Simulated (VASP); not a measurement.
The system is SiC.

```
CELL_PARAMETERS angstrom
3.07983 0.00000 0.00000
-1.53992 2.66722 0.00000
0.00000 0.00000 15.11167
ATOMIC_POSITIONS crystal
Si 0.00000 0.00000 0.12504
Si 0.00000 0.00000 0.62504
Si 0.33333 0.66667 0.29182
Si 0.66667 0.33333 0.79182
Si 0.33333 0.66667 0.95831
Si 0.66667 0.33333 0.45831
C 0.00000 0.00000 0.99969
C 0.00000 0.00000 0.49969
C 0.33333 0.66667 0.16683
C 0.66667 0.33333 0.66683
C 0.33333 0.66667 0.83332
C 0.66667 0.33333 0.33332
```

Base run:

| Item | Value |
| --- | --- |
| Program | VASP 6.6.1 |
| Functional | r2SCAN |
| Potentials or basis | VASP PAW PBE potentials, release 64 (Si, C) |
| Cutoff | 520 eV |
| k mesh | 12 × 12 × 2 |
| Occupations | gaussian, width 0.03 eV |
| Spin | no spin polarisation |

Its results: band gap on the k mesh 2.40 eV, indirect (least direct gap 3.56 eV); pressure -0.5 GPa.

The run is repeated on the same cell with these changes: functional from r2SCAN to PBEsol. What comes out?

Band gap on the k mesh 1.91 eV, indirect (least direct gap 3.02 eV); pressure 0.1 GPa.

r2SCAN gives the wider gap, since meta-GGAs in the generalised Kohn-Sham scheme recover part of the derivative discontinuity.

Caveats: the PAW data sets were made with another functional, which shifts forces and pressure a little.
